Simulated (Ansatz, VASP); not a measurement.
**One calculation of BAs, two programs**

```
As B
1.0
     0.00000    2.38850    2.38850
     2.38850    0.00000    2.38850
     2.38850    2.38850    0.00000
As B
1 1
Cartesian
  3.5827 3.5827 3.5827
  0.0000 0.0000 0.0000
```

Alike in both runs: functional LDA; k mesh 10 × 10 × 10; occupations fermi-dirac, width 0.05 eV; no spin polarisation.

```csv
,VASP,Ansatz
version,VASP 6.6.1,Ansatz 0.2.0
potentials or method,"VASP PAW LDA potentials, release 64 (As, B), cutoff 520 eV","all-electron LAPW, scalar-relativistic"
task,single point,band structure
```

Ansatz gave:

- gap on the k mesh at the Fermi level (eV): 1.13
- least direct gap on the mesh (eV): 3.25
- pressure (GPa): -3.9

What did VASP give for the same quantities?

gap on the k mesh at the Fermi level (eV): 1.12; least direct gap on the mesh (eV): 3.25; pressure (GPa): -3.1.

Ansatz ran all-electron here, so the differences hold the error of VASP's frozen core and of both bases.

A k mesh can miss the band edges.
